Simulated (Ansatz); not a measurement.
BAs (h-MgO type) (no longer in that coordination) (r2SCAN geometry), in Ansatz:

```
B As
1.0
     3.36586    0.00000    0.00000
    -1.68293    2.91492    0.00000
     0.00000    0.00000    8.74459
B As
2 2
Direct
  0.33333 0.66667 0.25000
  0.66667 0.33333 0.75000
  0.66667 0.33333 0.25000
  0.33333 0.66667 0.75000
```

G0W0@PBE with 322 empty bands, a screening cutoff of 140 eV and a 6×6×2 mesh (PAW, contour deformation) gives 1.073 eV over the mesh points, from a PBE gap of 0.723 eV; it sums over 340 bands with 311 plane waves in the screening and a wave cutoff of 420 eV. No extrapolation in bands, cutoff or mesh was made for G0W0. The cell comes from a prototype generator: it can be a known phase or a hypothetical one. Spin polarisation is off.

Problem. Another run gave a Kohn-Sham gap of 0.951 eV and a G0W0 gap of 1.171 eV, summing over 340 bands with 311 plane waves in the screening and a wave cutoff of 500 eV. What was changed?

Solution. Starting point r2SCAN, with them a wave cutoff of 500 eV. The Kohn-Sham gap has moved while bands and screening basis stay; the higher wave cutoff is that of a meta-GGA.

Problem. Estimate the gap with starting point HSE06.

Solution. 1.296 eV (+0.223 eV), from a Kohn-Sham gap of 1.133 eV.

Problem. Estimate the gap with potentials of the kind norm-conserving, with them a wave cutoff of 1143 eV.

Solution. 1.079 eV (+0.006 eV), from a Kohn-Sham gap of 0.725 eV.

Problem. Estimate the gap with frequency model Godby-Needs pole.

Solution. 1.032 eV (-0.041 eV), from a Kohn-Sham gap of 0.723 eV.

Spin-orbit coupling is left out.
